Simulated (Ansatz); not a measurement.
**ZnSe: the relaxed cell by functional**

The starting cell is an entry of the Crystallography Open Database (1963):

```yaml
crystal:
  lattice:
    - [0.00000, 2.83380, 2.83380]
    - [2.83380, 0.00000, 2.83380]
    - [2.83380, 2.83380, 0.00000]
  atoms:
    - { symbol: Zn, position: [0.00000, 0.00000, 0.00000] }
    - { symbol: Se, position: [0.25000, 0.25000, 0.25000] }
```

Atoms and cell were relaxed at zero pressure with plane-wave PAW DFT (Ansatz 0.2.0; one set of PAW datasets, made under PBE, for all functionals; 420 eV, r2SCAN 500 eV; 8×8×8 Γ-centred mesh, fermi-dirac occupations of width 0.020 eV; no spin polarisation, no spin-orbit coupling, no dispersion correction), keeping the symmetry (F-43m, No. 216).

**Question.** How do the functionals compare with each other and with the entry?

**Answer.** The relaxed conventional cells:

```json
{"functional": "LDA", "a (Å)": "5.567", "volume (Å³/atom)": "21.57", "formation energy (eV/atom)": "-0.667"}
{"functional": "PBEsol", "a (Å)": "5.633", "volume (Å³/atom)": "22.35", "formation energy (eV/atom)": "-0.671"}
{"functional": "PBE", "a (Å)": "5.732", "volume (Å³/atom)": "23.54", "formation energy (eV/atom)": "-0.714"}
{"functional": "r2SCAN", "a (Å)": "5.666", "volume (Å³/atom)": "22.74", "formation energy (eV/atom)": "-0.849"}
{"functional": "the entry", "a (Å)": "5.668", "volume (Å³/atom)": "22.76", "formation energy (eV/atom)": "–"}
```

LDA gives the smallest volume and PBE the largest, 9.1 % more, the usual order, since LDA overbinds and PBE's gradient terms loosen the lattice. Against the entry's volume: LDA -5.2 %, PBEsol -1.8 %, PBE +3.4 %, r2SCAN -0.1 %. No verdict is drawn from this: the entry is old or was flagged in a check, so the entry may be off as well as the functionals. The formation energies span 0.18 eV an atom, lowest under r2SCAN.

Caveats: each relaxation keeps the start's symmetry, so a distorted cell may lie lower; computed cells are at 0 K with fixed nuclei, while the entry holds thermal expansion, often some tenths of a per cent in volume and more in soft crystals; formation energies are at zero smearing against the elements' usual phases under the same functional, gases as free molecules, uncorrected.
